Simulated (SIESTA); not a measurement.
# Ge under changes of volume

One of the cells (22.833 Å³/atom); the others are scaled copies at fixed shape and fractional positions:

```xyz
4
Lattice="3.9976 0.0000 0.0000 -1.9988 3.4620 0.0000 0.0000 0.0000 6.5994" Properties=species:S:1:pos:R:3 pbc="T T T"
Ge    0.0000    2.3080    6.1843
Ge    1.9988    1.1540    2.8846
Ge    0.0000    2.3080    3.7148
Ge    1.9988    1.1540    0.4151
```

This isn't the form of Ge at room conditions, which is diamond.

* Program: SIESTA 5.4.2
* Functional: PBEsol
* Potentials or basis: PseudoDojo 0.4 standard (PBEsol files)
* Basis: DZP (energy shift 0.003 Ry; two zetas on semicore shells)
* Grid cutoff: 800 Ry
* Energy shift: 0.003 Ry
* k mesh: 8 × 8 × 4
* Occupations: fermi-dirac, width 0.05 eV
* Spin: no spin polarisation

```csv
volume (Å³/atom),energy over the lowest point (meV/atom),pressure (GPa),largest force (eV/Å)
21.463,31.37,6.2,0.048
21.920,?,?,?
22.377,7.06,2.6,0.015
22.833,1.64,1.3,0.029
23.290,0.00,-0.1,0.038
23.747,2.23,-1.4,0.022
24.203,8.11,-2.5,0.006
```

Question: What does the run at 21.920 Å³/atom give?

Answer: Energy over the lowest point 16.58 meV/atom; pressure 4.2 GPa; largest force 0.029 eV/Å.

Worked out: A Birch-Murnaghan fit of order 3 (a polynomial in V^(-2/3)) to the other rows has its minimum at 23.24 Å³/atom with B0 = V·E''(V) = 68 GPa (rough, since the energies scatter) at fixed shape and positions, which overstates the stiffness. It gives 16.97 meV/atom at 21.920 Å³/atom, against the run's 16.58, and -dE/dV = 4.2 GPa, against 4.2.

Energies are extrapolated to zero smearing.

Caveats: the basis of atomic orbitals isn't converged, which shifts pressures, moduli and gaps.
